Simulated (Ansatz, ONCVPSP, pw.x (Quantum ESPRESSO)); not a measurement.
What a changed setting does to a pw.x run (bcc Si)

Potential: optimised norm-conserving Vanderbilt (ONCV), ONCVPSP 4.0.1.1 (patched build), PBE; core [Ne], reference 3s2 3p2; waves: 3s: rc 1.80 bohr, ncon 3, nbas 6, qcut 3 1/bohr, local; 3p: rc 2.00 bohr, ncon 5, nbas 9, qcut 3.4 1/bohr, 1 projector; d scattering state at 0.02 Ha: rc 1.90 bohr, ncon 4, nbas 7, qcut 4.8 1/bohr, 3 projectors, debl 3.3 Ha; local part: the s channel; core correction: Teter function, fcfact 2, rcfact 1.45.

The reference run (k-mesh 15³, cutoffs 75/300 Ry, Fermi–Dirac 0.01 Ry, mixing_beta 0.4, conv_thr 1e-9, no spin) gives -0.79 GPa at 14.593 Å³/atom, where all-electron LAPW gives 0.35 GPa. This run, with its own iteration cap, changes startingwfc to atomic.

```
&control
  calculation='scf', prefix='x', pseudo_dir='./', outdir='./tmp', tstress=.true., disk_io='none'
/
&system
  ibrav=0, nat=1, ntyp=1, ecutwfc=75, ecutrho=300, nbnd=9,
  occupations='smearing', smearing='fd', degauss=0.01
/
&electrons
  conv_thr=1e-09, mixing_beta=0.4, electron_maxstep=50, startingwfc='atomic'
/
ATOMIC_SPECIES
Si 1.0 Si.UPF
CELL_PARAMETERS angstrom
  -1.53943562 1.53943562 1.53943562
  1.53943562 -1.53943562 1.53943562
  1.53943562 1.53943562 -1.53943562
ATOMIC_POSITIONS crystal
Si 0.0000 0.0000 0.0000
K_POINTS automatic
15 15 15 0 0 0
```

```bash
pw.x < Si.scf.in > Si.scf.out
```

Task: How does the run end?

Result: It converges in 5 iterations; the free energy moves by +0.0 meV/atom and the pressure by +0.00 GPa. The result is that of the reference run.

```
Message from routine setup:
     using ibrav=0 with symmetry is DISCOURAGED, use correct ibrav instead
     lattice parameter (alat)  =       5.0387  a.u.
     unit-cell volume          =      98.4784 (a.u.)^3
     number of electrons       =         4.00
     number of Kohn-Sham states=            9
     kinetic-energy cutoff     =      75.0000  Ry
     charge density cutoff     =     300.0000  Ry
     scf convergence threshold =      1.0E-09
     Exchange-correlation= PBE
     number of k points=   120  Fermi-Dirac smearing, width (Ry)=  0.0100
     iteration #  1     ecut=    75.00 Ry     beta= 0.40
     total energy              =      -8.18180946 Ry
     estimated scf accuracy    <       0.00441941 Ry
     iteration #  2     ecut=    75.00 Ry     beta= 0.40
     total energy              =      -8.18136903 Ry
     estimated scf accuracy    <       0.00130022 Ry
     iteration #  3     ecut=    75.00 Ry     beta= 0.40
     total energy              =      -8.18144829 Ry
     estimated scf accuracy    <       0.00000591 Ry
     iteration #  4     ecut=    75.00 Ry     beta= 0.40
     total energy              =      -8.18145006 Ry
     estimated scf accuracy    <       0.00000004 Ry
     iteration #  5     ecut=    75.00 Ry     beta= 0.40
     the Fermi energy is    10.4491 ev
!    total energy              =      -8.18145010 Ry
     estimated scf accuracy    <          8.3E-10 Ry
     smearing contrib. (-TS)   =      -0.00186207 Ry
     The total energy is F=E-TS. E is the sum of the following terms:
     one-electron contribution =       4.64964221 Ry
     hartree contribution      =       0.02794251 Ry
     xc contribution           =      -2.84935232 Ry
     ewald contribution        =     -10.00782043 Ry
     convergence has been achieved in   5 iterations
          total   stress  (Ry/bohr**3)                   (kbar)     P=       -7.94
     Message from routine punch:
     Nothing written, as per user request (disk_io='none')
```

The run took about 20 s on one core of a shared host (Neoverse-N1, 64 threads, 124 GiB, load 54).
